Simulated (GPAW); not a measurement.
# Na in GPAW: reference runs

Aim: a first look at Na with PBE, on the cell as given.

Everything below comes from runs of GPAW 26.7.0. Logs are shortened: lines on timing, memory, paths and dates and some standing lists are left out, and cuts for length are marked. The log counts tension as positive stress, the text compression.

### Step 1. The cell of the first run

The cell holds a slab with vacuum, 3 atoms: a = 3.767 Å, b = 3.767 Å, c = 21.154 Å, α = 90.00°, β = 90.00°, γ = 120.00°.

### Step 2. Single point, PBE (the (0 0 1) slab of Na, cut from the database cell, not relaxed)

File run.py:

```python
import numpy as np
from ase import Atoms
from ase.dft.bandgap import bandgap
from ase.io import write
from ase.units import Bohr
from gpaw import GPAW, PW
from gpaw.elf import elf_from_dft_calculation

atoms = Atoms(['Na', 'Na', 'Na'],
              cell=[[3.7670009976, 0, 0.0],
                    [-1.8835004988, 3.26231856, 0.0],
                    [0.0, 0.0, 21.154]],
              scaled_positions=[[0.3333333333, 0.6666666666, 0.3545428761],
                                [0.6666666667, 0.3333333334, 0.5],
                                [0.3333333333, 0.6666666666, 0.6454571239]],
              pbc=True)
atoms.pbc = (True, True, False)

calc = GPAW(mode=PW(600),
            xc='PBE',
            kpts={'size': (8, 8, 1), 'gamma': True},
            occupations={'name': 'fermi-dirac', 'width': 0.05},
            nbands=21,
            convergence={'density': 1e-05, 'energy': 1e-05},
            maxiter=150,
            poissonsolver={'dipolelayer': 'xy'},
            txt='gpaw.txt')
atoms.calc = calc
energy = atoms.get_potential_energy()
forces = atoms.get_forces()
calc.write('gs.gpw')
write('result.traj', atoms)
print(f'Energy: {energy:.6f} eV')
print('Forces (eV/A):')
print(forces.round(4))
print('Fermi level:', round(calc.get_fermi_level(), 4), 'eV')
print(f'Gap: {bandgap(calc)[0]:.4f} eV, direct: {bandgap(calc, direct=True)[0]:.4f} eV')

v = calc.get_electrostatic_potential().mean(axis=(0, 1))
z = np.arange(len(v)) * atoms.cell[2, 2] / len(v)
ef = calc.get_fermi_level()
np.savetxt('planar.dat', np.c_[z, v], fmt='%.4f')
below, above = np.interp([1.5, atoms.cell[2, 2] - 1.5], z, v) - ef
print(f'Work functions: bottom {below:.4f} eV, top {above:.4f} eV')
print('Dipole moment:', *calc.get_dipole_moment().round(5), 'e A')

# fields on the real-space grid
write('density.cube', atoms, data=calc.get_pseudo_density() * Bohr**3)
write('potential.cube', atoms, data=calc.get_electrostatic_potential())
write('elf.cube', atoms, data=elf_from_dft_calculation(calc).data)
```

Potentials or basis: GPAW PAW data sets (gpaw-data 1.2.1), pw.

Launch:

```
$ OMP_NUM_THREADS=1 python run.py
```

gpaw.txt:

```text
__  _  _
 | _ |_)|_||  |
 |__||  | ||/\| - 26.7.0

Input parameters:
  mode=PW(ecut=600.0),
  convergence={'density': 1e-05, 'energy': 1e-05},
  kpts=MonkhorstPack(size=(8, 8, 1), gamma=True),
  maxiter=150,
  nbands=21,
  occupations=Occupations(name='fermi-dirac', width=0.05),
  poissonsolver=PoissonSolver(dipolelayer='xy'),
  xc=XC(name='PBE')

Diagonalizing LCAO Hamiltonian
Converting LCAO to pw mode

        Na

           Na

        Na

Atoms  # Å, Bohr magnetons
|   | symbol |         x |        y |         z |    initial magnetic moments |
|---|--------|-----------|----------|-----------|-----------------------------|
| 0 |     Na | -0.000000 | 2.174879 |  7.500000 | ( 0.0000,  0.0000,  0.0000) |
| 1 |     Na |  1.883500 | 1.087440 | 10.577000 | ( 0.0000,  0.0000,  0.0000) |
| 2 |     Na | -0.000000 | 2.174879 | 13.654000 | ( 0.0000,  0.0000,  0.0000) |

Unit cell  # Å
| periodic |         x |        y |         z |   lengths |     angles |
|----------|-----------|----------|-----------|-----------|------------|
|      yes |  3.767001 | 0.000000 |  0.000000 |  3.767001 |  90.000000 |
|      yes | -1.883500 | 3.262319 |  0.000000 |  3.767001 |  90.000000 |
|       no |  0.000000 | 0.000000 | 21.154000 | 21.154000 | 120.000000 |

Number of symmetries: 12
Symmetry operations  # r_c * U_cc + t_c -> r_c
|    | kind |            matrix            |
|----|------|------------------------------|
|  0 |  σ   |  1, 1, 0,  0,-1, 0,  0, 0, 1 |
|  1 |  C2  |  1, 1, 0,  0,-1, 0,  0, 0,-1 |
|  2 |  E   |  1, 0, 0,  0, 1, 0,  0, 0, 1 |
|  3 |  σ   |  1, 0, 0,  0, 1, 0,  0, 0,-1 |
|  4 |  C3  |  0, 1, 0, -1,-1, 0,  0, 0, 1 |
|  5 |  S3  |  0, 1, 0, -1,-1, 0,  0, 0,-1 |
|  6 |  σ   |  0,-1, 0, -1, 0, 0,  0, 0, 1 |
|  7 |  C2  |  0,-1, 0, -1, 0, 0,  0, 0,-1 |
|  8 |  σ   | -1, 0, 0,  1, 1, 0,  0, 0, 1 |
|  9 |  C2  | -1, 0, 0,  1, 1, 0,  0, 0,-1 |
| 10 |  C3  | -1,-1, 0,  1, 0, 0,  0, 0, 1 |
| 11 |  S3  | -1,-1, 0,  1, 0, 0,  0, 0,-1 |

BZ-sampling:
  Number of BZ points: 64
  Number of IBZ points: 10

  Monkhorst-Pack size: [8, 8, 1]
  Monkhorst-Pack shift: [0.0625, 0.0625, 0.0]

K-points  # in reciprocal-cell coordinates
|   |                                coordinates |     weight |
|---|--------------------------------------------|------------|
| 0 | (  0.00000000,   0.00000000,   0.00000000) | 0.01562500 |
| 1 | (  0.12500000,   0.00000000,   0.00000000) | 0.09375000 |
| 2 | (  0.25000000,  -0.12500000,   0.00000000) | 0.09375000 |
| 3 | (  0.25000000,   0.00000000,   0.00000000) | 0.09375000 |
| 4 | (  0.37500000,  -0.12500000,   0.00000000) | 0.18750000 |
| 5 | (  0.37500000,   0.00000000,   0.00000000) | 0.09375000 |
| 6 | (  0.37500000,   0.37500000,   0.00000000) | 0.09375000 |
| 7 | (  0.50000000,   0.25000000,   0.00000000) | 0.09375000 |
| 8 | (  0.50000000,   0.37500000,   0.00000000) | 0.18750000 |
| 9 | (  0.50000000,   0.50000000,   0.00000000) | 0.04687500 |

Plane wave coefficients: 8729
Cutoff: 600.0 eV

Spin-components: 1 (collinear spins)
Bands:           21
Projectors:      15
Spin-degeneracy: 2
Datatype:        complex128

Parallelization:
  kpt:    1
  domain: 1
  band:   1

Density:
  Valence electrons: 21.0
  Components: 1
  Grid points: [ 24  24 120]
  Charge: 0.0  # |e|

Potential:
  Grid points: [ 24  24 120]

species:
  Na:
    name:    Sodium
    Z:       11.0
    valence: 7
    core:    4
    charge:  0.0  # [|e|]
    compensation charges:
      type: gauss
      rc: 0.37  # [Å]
      lmax: 2
    cutoffs:
      filter: 2.17  # [Å]
      core: 2.59  # [Å]
    projectors
    | kind |    occ | energy [eV] | rcut [Å] |
    |------|--------|-------------|----------|
    |   3s |  1.000 |      -2.744 |    1.201 |
    |   2p |  6.000 |     -28.672 |    1.217 |
    |   3p |  0.000 |      -0.743 |    1.217 |
    |    s |        |      24.468 |    1.201 |
    |    d |        |       0.000 |    1.238 |

    Using partial waves for Na as LCAO basis

Reference energy: -13255.831493  # eV

eigensolver:
  PPCG
  Converge bands: occupied
  niter=2

density mixing:
  MSR1-Mixer
  Pratt-step length: 0.05
  Maximum mixing coefficient: 0.75
  Old densities: 10
  SVD Regularization: 0.005
  Good broyden scale: 1.0
  Trust region scale: 1.0
  Backstep threshold: 4.0
  History deletion threshold: 6.0
  Fourier metric: weight=20.0, sigma=0.015

occupation numbers:
  Fermi-Dirac:
    width: 0.0500  # eV

<gpaw.new.pw.poisson.DipoleLayerPWPoissonSolver object>
xc functional:
  name: PBE with 2 nearest neighbor stencil

convergence criteria:
- Maximum integral of absolute [dens]ity change: 1e-05 electrons / valence electron
- Maximum [total energy] change in last 3 cyles: 1e-05 eV / valence electron
- Maximum integral of absolute [eigenst]ate change: 4e-08 eV^2 / valence electron
maximum number of iterations: 150

SCF iterations
|iter     | |      energy | eigst |  dens |
|---------|-|-------------|-------|-------|
|iter:   1| |   -3.690767 | -0.53 |       |
|iter:   2| |   -3.666087 | -2.18 | -1.47 |
|iter:   3| |   -3.635967 | -3.01 | -1.55 |
|iter:   4| |   -3.633304 | -3.09 | -1.84 |
|iter:   5| |   -3.633016 | -3.80 | -2.37 |
|iter:   6| |   -3.632969 | -4.76 | -2.91 |
|iter:   7| |   -3.632970c| -5.73 | -3.71 |
|iter:   8| |   -3.632971c| -6.54 | -4.10 |
|iter:   9| |   -3.632970c| -7.65c| -4.59 |
|iter:  10| |   -3.632970c| -8.17c| -5.54c|

Converged in 10 steps
Energy contributions relative to reference atoms: (reference = -13255.831493)

Energy contributions:
  Kinetic:           3.083987
  Coulomb:          -2.800177
  Zero:             -0.094645
  External:          0.000000
  Xc:               -3.809257
  Entropy:          -0.025756
  Spinorbit:         0.000000
  ----------------------------
  Free energy:      -3.645848
  Extrapolated:     -3.632970

dipole moment: (-1.072967, 0.619465, -0.000063)  # |e|*Ang

Fermi level: -1.524
Eigenvalues  # (at kpt = [0.000, 0.000, 0.000])
| band index |      eig [eV] | occ [0-2] |
|------------|---------------|-----------|
|          0 |       -26.587 |     2.000 |
|        ... |               |           |
|          4 |       -26.558 |     2.000 |
|          5 |       -26.558 |     2.000 |
|          6 |       -26.410 |     2.000 |
|          7 |       -26.402 |     2.000 |
|          8 |       -26.402 |     2.000 |
|          9 |        -4.404 |     2.000 |
|         10 |        -3.571 |     2.000 |
|         11 |        -2.225 |     2.000 |
|         12 |        -0.832 |     0.000 |
|         13 |         0.566 |     0.000 |
|         14 |         1.520 |     0.000 |
|         15 |         1.645 |     0.000 |
|         16 |         3.596 |     0.000 |
|         17 |         3.621 |     0.000 |
|         18 |         6.397 |     0.000 |
|         19 |         6.410 |     0.000 |
|         20 |         8.651 |     0.000 |

No gap
No difference between direct/indirect transitions
vacuum-level: 1.431  # V
Workfunctions: 2.956, 2.956 eV (top, bottom)

Forces  # eV/Ang
|        x |        y |        z |
|----------|----------|----------|
| -0.00000 | -0.00000 |  0.03966 |  # Na   0
| -0.00000 | -0.00000 |  0.00000 |  # Na   1
| -0.00000 | -0.00000 | -0.03966 |  # Na   2

# Writing to gs.gpw (mode='')
```

Run time: 30 s. Hardware: 1 thread of Arm Neoverse V2, shared host; peak memory 0.27 GiB.

Results:

| Property | Result |
| --- | --- |
| Free energy | -3.6458 eV |
| Largest force | 0.040 eV/Å |
| Band gap on the k mesh | none (metal or under the smearing width) |
| Dipole across the slab | 0.00 e·Å |
| Work function of the upper face | 2.96 eV |
| Work function of the lower face | 2.96 eV |

Forces in eV/Å, atoms in the order of the input:
```
Na   0.000  0.000  0.040
Na   0.000  0.000  0.000
Na   0.000  0.000 -0.040
```
